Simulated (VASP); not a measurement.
# RbBr (Pm-3m) in VASP: further runs

One crystal, RbBr, is run at these levels: r2SCAN; tasks: single point.

All numbers are computed with VASP 6.6.1; they aren't measurements. Logs are shortened: lines on timing, memory, paths and dates and some standing lists are left out, and cuts for length are marked.

### 1 Starting point

Symmetry: Pm-3m, No. 221, cubic system. Conventional cell: a = 3.809 Å, b = 3.809 Å, c = 3.809 Å, α = 90.00°, β = 90.00°, γ = 90.00°. Rb (site symmetry m-3m) has 8 Br at 3.30 Å as nearest neighbours. Around Br (site symmetry m-3m) lie 8 Rb at 3.30 Å.

The cell was built by a generator and needn't be a form met in nature.

### 2 Single point, r2SCAN

Input file POSCAR:

```
RbBr
1.0
    3.8092670000      0.0000000000      0.0000000000
    0.0000000000      3.8092670000      0.0000000000
    0.0000000000      0.0000000000      3.8092670000
Rb Br
1 1
Direct
    0.0000000000      0.0000000000      0.0000000000
    0.5000000000      0.5000000000      0.5000000000
```

Input file INCAR.step1:

```
SYSTEM = RbBr
ALGO = Normal
EDIFF = 1E-4
ENCUT = 520
GGA = PE
ISMEAR = 0
LASPH = .TRUE.
LCHARG = .FALSE.
LREAL = .FALSE.
LWAVE = .TRUE.
NBANDS = 15
NELM = 60
PREC = Accurate
SIGMA = 0.0902
```

Input file INCAR.step2:

```
SYSTEM = RbBr
ALGO = Normal
EDIFF = 1E-6
ENCUT = 520
ISIF = 2
ISMEAR = 0
ISTART = 1
LASPH = .TRUE.
LCHARG = .FALSE.
LMIXTAU = .TRUE.
LREAL = .FALSE.
LWAVE = .FALSE.
METAGGA = R2SCAN
NBANDS = 15
NELM = 60
PREC = Accurate
SIGMA = 0.0902
```

Input file KPOINTS:

```
k-points
0
G
  5 5 5
  0 0 0
```

Potentials or basis: VASP PAW PBE potentials, release 64 (Rb_sv, Br).

The run is started by

```
$ cat potpaw_PBE.64/Rb_sv/POTCAR potpaw_PBE.64/Br/POTCAR > POTCAR
$ cp INCAR.step1 INCAR
$ mpirun -np 1 vasp_std > vasp.out
$ cp INCAR.step2 INCAR
$ mpirun -np 1 vasp_std > vasp.out
```

OUTCAR:

```text
SYSTEM = RbBr
   EDIFF = 1E-6
   ENCUT = 520
   ISIF = 2
   ISMEAR = 0
   ISTART = 1
   LASPH = .TRUE.
   LREAL = .FALSE.
   METAGGA = R2SCAN
   NELM = 60
   PREC = Accurate

 ion  position               nearest neighbor table
   1  0.000  0.000  0.000-   2 3.30   2 3.30   2 3.30   2 3.30   2 3.30   2 3.30   2 3.30   2 3.30

   2  0.500  0.500  0.500-   1 3.30   1 3.30   1 3.30   1 3.30   1 3.30   1 3.30   1 3.30   1 3.30

  LATTYP: Found a simple cubic cell.
 ALAT       =     3.8092670000

  Lattice vectors:

 A1 = (   3.8092670000,   0.0000000000,   0.0000000000)
 A2 = (   0.0000000000,   3.8092670000,   0.0000000000)
 A3 = (   0.0000000000,   0.0000000000,   3.8092670000)

Analysis of symmetry for initial positions (statically):
=====================================================================
 Subroutine PRICEL returns:
 Original cell was already a primitive cell.

 Routine SETGRP: Setting up the symmetry group for a
 simple cubic supercell.

 Subroutine GETGRP returns: Found 48 space group operations
 (whereof 48 operations were pure point group operations)
 out of a pool of 48 trial point group operations.

The static configuration has the point symmetry O_h .

Analysis of symmetry for dynamics (positions and initial velocities):
=====================================================================
 Subroutine PRICEL returns:
 Original cell was already a primitive cell.

 Routine SETGRP: Setting up the symmetry group for a
 simple cubic supercell.

 Subroutine GETGRP returns: Found 48 space group operations
 (whereof 48 operations were pure point group operations)
 out of a pool of 48 trial point group operations.

The dynamic configuration has the point symmetry O_h .

 Subroutine INISYM returns: Found 48 space group operations
 (whereof 48 operations are pure point group operations),
 and found     1 'primitive' translations

----------------------------------------------------------------------------------------

                                     Primitive cell

  volume of cell :      55.2744

  direct lattice vectors                    reciprocal lattice vectors
     3.809267000  0.000000000  0.000000000     0.262517697  0.000000000  0.000000000
     0.000000000  3.809267000  0.000000000     0.000000000  0.262517697  0.000000000
     0.000000000  0.000000000  3.809267000     0.000000000  0.000000000  0.262517697

  length of vectors
     3.809267000  3.809267000  3.809267000     0.262517697  0.262517697  0.262517697

  position of ions in fractional coordinates (direct lattice)
     0.000000000  0.000000000  0.000000000
     0.500000000  0.500000000  0.500000000

  ion indices of the primitive-cell ions
   primitive index   ion index
                 1           1
                 2           2

----------------------------------------------------------------------------------------

 KPOINTS: k-points

Automatic generation of k-mesh.
 Grid dimensions read from file:
 generate k-points for:    5    5    5

 Generating k-lattice:

  Cartesian coordinates                     Fractional coordinates (reciprocal lattice)
     0.052503539  0.000000000  0.000000000     0.200000000  0.000000000  0.000000000
     0.000000000  0.052503539  0.000000000     0.000000000  0.200000000  0.000000000
     0.000000000  0.000000000  0.052503539     0.000000000  0.000000000  0.200000000

  Length of vectors
     0.052503539  0.052503539  0.052503539

  Shift w.r.t. Gamma in fractional coordinates (k-lattice)
     0.000000000  0.000000000  0.000000000

 Subroutine IBZKPT returns following result:
 ===========================================

 Found     10 irreducible k-points:

 Following reciprocal coordinates:
            Coordinates               Weight
  0.000000  0.000000  0.000000      1.000000
  0.200000  0.000000  0.000000      6.000000
  0.400000  0.000000  0.000000      6.000000
  0.200000  0.200000  0.000000     12.000000
  0.400000  0.200000  0.000000     24.000000
  0.400000  0.400000  0.000000     12.000000
  0.200000  0.200000  0.200000      8.000000
  0.400000  0.200000  0.200000     24.000000
  0.400000  0.400000  0.200000     24.000000
  0.400000  0.400000  0.400000      8.000000
   k-points           NKPTS =     10   k-points in BZ     NKDIM =     10   number of bands    NBANDS=     15
   number of dos      NEDOS =    301   number of ions     NIONS =      2
   total plane-waves  NPLWV =  21952
   dimension x,y,z NGX =    28 NGY =   28 NGZ =   28
   dimension x,y,z NGXF=    56 NGYF=   56 NGZF=   56
   ions per type =               1   1
   NGX,Y,Z   is equivalent  to a cutoff of  12.22, 12.22, 12.22 a.u.
   NGXF,Y,Z  is equivalent  to a cutoff of  24.44, 24.44, 24.44 a.u.
 SYSTEM =  RbBr
   PREC   = accura    normal or accurate (medium, high low for compatibility)
   ISTART =      1    job   : 0-new  1-cont  2-samecut
   ICHARG =      0    charge: 1-file 2-atom 10-const
   ISPIN  =      1    spin polarized calculation?
   LNONCOLLINEAR =      F non collinear calculations
   LSORBIT =      F    spin-orbit coupling
   LASPH  =      T    aspherical Exc in radial PAW
   ENCUT  =  520.0 eV  38.22 Ry    6.18 a.u.   7.08  7.08  7.08*2*pi/ulx,y,z
   NELM   =     60;   NELMIN=  2; NELMDL=  0     # of ELM steps
   EDIFF  = 0.1E-05   stopping-criterion for ELM
   LREAL  =      F    real-space projection
   EDIFFG = 0.1E-04   stopping-criterion for IOM
   NSW    =      0    number of steps for IOM
   IBRION =     -1    ionic relax: 0-MD 1-quasi-New 2-CG
   NFREE  =      0    steps in history (QN), initial steepest desc. (CG)
   ISIF   =      2    stress and relaxation
   ISYM   =      2    0-nonsym 1-usesym 2-fastsym
   POTIM  = 0.5000    time-step for ionic-motion
   TEBEG  =    0.0;   TEEND  =   0.0 temperature during run
   PSTRESS=    0.0 pullay stress
   NELECT =      16.0000    total number of electrons
   NUPDOWN=      -1.0000    fix difference up-down
   EMIN   =  10.00;   EMAX   =-10.00  energy-range for DOS
   EFERMI =   0.00;   METHOD = LEGACY
   ISMEAR =     0;   SIGMA  =   0.09  broadening in eV -4-tet -1-fermi 0-gaus
   EFERMI_NEDOS =   21; number of points for ismear=-14 and -15
   IALGO  =     38    algorithm
   IMIX   =      4    mixing-type and parameters
     AMIX     =   0.40;   BMIX     =  1.00
     AMIX_MAG =   1.60;   BMIX_MAG =  1.00
  volume/ion in A,a.u.               =      27.64       186.51
  Fermi-wavevector in a.u.,A,eV,Ry     =   1.082946  2.046471 15.956528  1.172772
  Thomas-Fermi vector in A             =   2.219000
   LORBIT       =      0    0 simple, 1 ext, 2 COOP (PROOUT), +10 PAW based schemes
   METAGGA = R2SCAN    functional components
   LHFCALC =     F    Hartree Fock is set to
   AEXX    =    0.0000 exact exchange contribution
   IVDW    =     0    specifies the selected vdW correction
   LEPSILON=     F    determine dielectric tensor
   LRPA    =     F    only Hartree local field effects (RPA)
 non-spin polarized calculation
 Gauss-broadening in eV      SIGMA  =   0.09
  energy-cutoff  :      520.00
  volume of cell :       55.27
 maximum number of plane-waves:      1504
   NGX = 15   NGY = 15   NGZ = 15

 number of electron      16.0000000 magnetization

 Free energy of the ion-electron system (eV)
  ---------------------------------------------------
  ext. energy  EPLUGINS =         0.00000000
  ---------------------------------------------------
  free energy    TOTEN  =       -30.82365123 eV

  energy without entropy =      -30.82365123  energy(sigma->0) =      -30.82365123

 E-fermi :   0.6531     XC(G=0):  -9.4626

 val. band max:        0.2433798158   @ k =   0.4000   0.4000   0.0000
 cond. band min:       6.0162246541   @ k =   0.0000   0.0000   0.0000
 fundamental gap:      5.7728448383
 Fermi energy:         0.6531446145

 k-point     1 :       0.0000    0.0000    0.0000
  band No.  band energies     occupation
      1     -25.3546      2.00000
      2     -13.2354      2.00000
      3      -8.7306      2.00000
      4      -8.7306      2.00000
      5      -8.7306      2.00000
      6       0.1832      2.00000
      7       0.1832      2.00000
      8       0.1832      2.00000
      9       6.0162      0.00000
     10       6.0162      0.00000
     11       6.2943      0.00000
     12      11.6243      0.00000
     13      11.6243      0.00000
     14      11.6243      0.00000
     15      14.6512      0.00000

 k-point     2 :       0.2000    0.0000    0.0000
  band No.  band energies     occupation
      1     -25.3338      2.00000
      2     -13.2600      2.00000
      3      -8.7852      2.00000
      4      -8.6904      2.00000
      5      -8.6904      2.00000
      6      -0.7708      2.00000
      7       0.1016      2.00000
      8       0.1016      2.00000
      9       6.3910      0.00000
     10       7.0588      0.00000
     11       7.6109      0.00000
     12      11.4743      0.00000
     13      11.4743      0.00000
     14      11.9242      0.00000
     15      12.5701      0.00000

 k-point     3 :       0.4000    0.0000    0.0000
  band No.  band energies     occupation
      1     -25.2998      2.00000
      2     -13.3108      2.00000
      3      -8.8285      2.00000
      4      -8.6237      2.00000
      5      -8.6237      2.00000
      6      -1.9255      2.00000
      7      -0.0368      2.00000
      8      -0.0368      2.00000
      9       7.3860      0.00000
     10       9.0335      0.00000
     11       9.7344      0.00000
     12      10.1482      0.00000
     13      11.7087      0.00000
     14      11.7087      0.00000
     15      12.6059      0.00000

 k-point     4 :       0.2000    0.2000    0.0000
  band No.  band energies     occupation
      1     -25.3141      2.00000
      2     -13.2304      2.00000
      3      -8.9621      2.00000
      4      -8.6698      2.00000
      5      -8.6555      2.00000
      6      -0.9249      2.00000
      7      -0.3612      2.00000
      8       0.0908      2.00000
      9       7.0387      0.00000
     10       7.8555      0.00000
     11       7.9854      0.00000
     12      10.4570      0.00000
     13      11.1744      0.00000
     14      12.5865      0.00000
     15      13.4177      0.00000

 k-point     5 :       0.4000    0.2000    0.0000
  band No.  band energies     occupation
      1     -25.2818      2.00000
      2     -13.1918      2.00000
      3      -9.0355      2.00000
      4      -8.8248      2.00000
      5      -8.5979      2.00000
      6      -1.6045      2.00000
      7      -0.4511      2.00000
      8       0.0658      2.00000
      9       7.5436      0.00000
     10       8.3875      0.00000
     11       9.8186      0.00000
     12      10.2168      0.00000
     13      11.1696      0.00000
     14      11.1933      0.00000
     15      12.4593      0.00000

 k-point     6 :       0.4000    0.4000    0.0000
  band No.  band energies     occupation
      1     -25.2524      2.00000
      2     -12.9786      2.00000
      3      -9.3158      2.00000
      4      -9.1952      2.00000
      5      -8.5557      2.00000
      6      -1.1316      2.00000
      7      -0.9260      2.00000
      8       0.2434      2.00000
      9       6.6496      0.00000
     10       7.6942      0.00000
     11       9.2299      0.00000
     12       9.5974      0.00000
     13      12.0932      0.00000
     14      12.5052      0.00000
     15      14.3692      0.00000

 k-point     7 :       0.2000    0.2000    0.2000
  band No.  band energies     occupation
      1     -25.2952      2.00000
      2     -13.1730      2.00000
      3      -8.9092      2.00000
      4      -8.9092      2.00000
      5      -8.6537      2.00000
      6      -0.7621      2.00000
      7      -0.4911      2.00000
      8      -0.4911      2.00000
      9       8.1081      0.00000
     10       8.1081      0.00000
     11       8.7101      0.00000
     12      10.3165      0.00000
     13      10.3165      0.00000
     14      10.7237      0.00000
     15      14.5323      0.00000

 k-point     8 :       0.4000    0.2000    0.2000
  band No.  band energies     occupation
      1     -25.2643      2.00000
      2     -13.0830      2.00000
      3      -9.0829      2.00000
      4      -8.8414      2.00000
      5      -8.8206      2.00000
      6      -1.4210      2.00000
      7      -0.7083      2.00000
      8      -0.2616      2.00000
      9       8.3244      0.00000
     10       8.4782      0.00000
     11       8.9866      0.00000
     12      10.4665      0.00000
     13      10.7719      0.00000
     14      11.3091      0.00000
     15      13.6929      0.00000

 k-point     9 :       0.4000    0.4000    0.2000
  band No.  band energies     occupation
      1     -25.2358      2.00000
      2     -12.8903      2.00000
      3      -9.2437      2.00000
      4      -9.1700      2.00000
      5      -8.7839      2.00000
      6      -1.2641      2.00000
      7      -1.1656      2.00000
      8      -0.4770      2.00000
      9       7.5422      0.00000
     10       8.7713      0.00000
     11       9.3188      0.00000
     12       9.7894      0.00000
     13      12.1233      0.00000
     14      12.4640      0.00000
     15      14.4643      0.00000

 k-point    10 :       0.4000    0.4000    0.4000
  band No.  band energies     occupation
      1     -25.2086      2.00000
      2     -12.7382      2.00000
      3      -9.1420      2.00000
      4      -9.1209      2.00000
      5      -9.1209      2.00000
      6      -1.5482      2.00000
      7      -1.5482      2.00000
      8      -1.3280      2.00000
      9       8.9606      0.00000
     10       9.6970      0.00000
     11       9.6970      0.00000
     12      11.5953      0.00000
     13      11.7536      0.00000
     14      11.7536      0.00000
     15      14.8493      0.00000

------------------------ aborting loop because EDIFF is reached ----------------------------------------

  FORCE on cell =-STRESS in cart. coord.  units (eV):
  Direction    XX          YY          ZZ          XY          YZ          ZX
  --------------------------------------------------------------------------------------
  -------------------------------------------------------------------------------------
  Total        2.6551293      2.6551293      2.6551293      0.0000000      0.0000000      0.0000000
  in kB       76.9612313     76.9612313     76.9612313      0.0000000      0.0000000      0.0000000
  external PRESSURE =      76.9612313 kB  Pullay stress =       0.0000000 kB

 VOLUME and BASIS-vectors are now :
 -----------------------------------------------------------------------------
  energy-cutoff  :      520.00
  volume of cell :       55.27
      direct lattice vectors                 reciprocal lattice vectors
     3.809267000  0.000000000  0.000000000     0.262517697  0.000000000  0.000000000
     0.000000000  3.809267000  0.000000000     0.000000000  0.262517697  0.000000000
     0.000000000  0.000000000  3.809267000     0.000000000  0.000000000  0.262517697

 POSITION                                       TOTAL-FORCE (eV/Angst)
 -----------------------------------------------------------------------------------
      0.00000      0.00000      0.00000         0.000000      0.000000      0.000000
      1.90463      1.90463      1.90463         0.000000      0.000000      0.000000
 -----------------------------------------------------------------------------------
    total drift:                                0.000000      0.000000      0.000000

  FREE ENERGIE OF THE ION-ELECTRON SYSTEM (eV)
  ---------------------------------------------------
  free  energy   TOTEN  =       -30.8236512292 eV

  energy  without entropy=      -30.8236512292  energy(sigma->0) =      -30.82365123
```

Run time: 59 s. Hardware: 1 thread of AMD EPYC 7R43 (Zen 3), shared host; peak memory 0.12 GiB.

Results:

| Item | Value |
| --- | --- |
| Free energy | -30.8237 eV |
| Pressure | 7.7 GPa |
| Band gap on the k mesh | 5.77 eV, indirect (least direct gap 5.83 eV) |

Caveat: the PAW data sets were made with another functional, which shifts forces and pressure a little; an odd mesh through Γ misses points on the zone boundary, where band edges often lie.

(Part 1 of 2 ends here.)
